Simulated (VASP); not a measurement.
# P: relaxation of the cell, by dispersion

P, Cmce (no. 64), 4 atoms in the cell.

| Dispersion | Volume (A^3) | Pressure left (GPa) | Ionic steps | SCF steps in all | Time (s) |
|---|---|---|---|---|---|
| none | 85.108 | -0.01 | 22 | 159 | 395 |
| TS | 79.389 | -0.02 | 25 | 181 | 454 |
| TS by libMBD | 79.387 | -0.02 | 25 | 181 | 478 |
| TS by libMBD, surface set | 79.387 | -0.02 | 25 | 181 | 410 |

## Input of the first row

INCAR:
```
SYSTEM = P
PREC = Accurate
ENCUT = 600
EDIFF = 1E-7
ISMEAR = 0
SIGMA = 0.02
LREAL = .FALSE.
LASPH = .TRUE.
ALGO = Normal
NELM = 100
ISIF = 3
LWAVE = .FALSE.
LCHARG = .FALSE.
IBRION = 2
NSW = 50
EDIFFG = -0.01
```

KPOINTS:
```
k-points
0
Gamma
  6 6 4
```

POSCAR:
```
P
1.0
    1.6477431241     -5.4650377251      0.0000000000
    1.6477431241      5.4650377251      0.0000000000
    0.0000000000      0.0000000000      4.5436355900
P
4
Direct
    0.9041431300      0.0958568700      0.5888151700
    0.0958568700      0.9041431300      0.4111848300
    0.5958568700      0.4041431300      0.0888151700
    0.4041431300      0.5958568700      0.9111848300
```

Commands:
```
cat potpaw_PBE.64/P/POTCAR > POTCAR
mpirun -np 1 vasp_std > vasp.out
```

Changes of the last row against the first:
```
+ IVDW = 14
+ LIBMBD_METHOD = ts
+ LIBMBD_VDW_PARAMS_KIND = tssurf
```

VASP 6.6.1 took 395 s on 1 core (Intel Xeon 6975P-C (Granite Rapids)), a shared host.
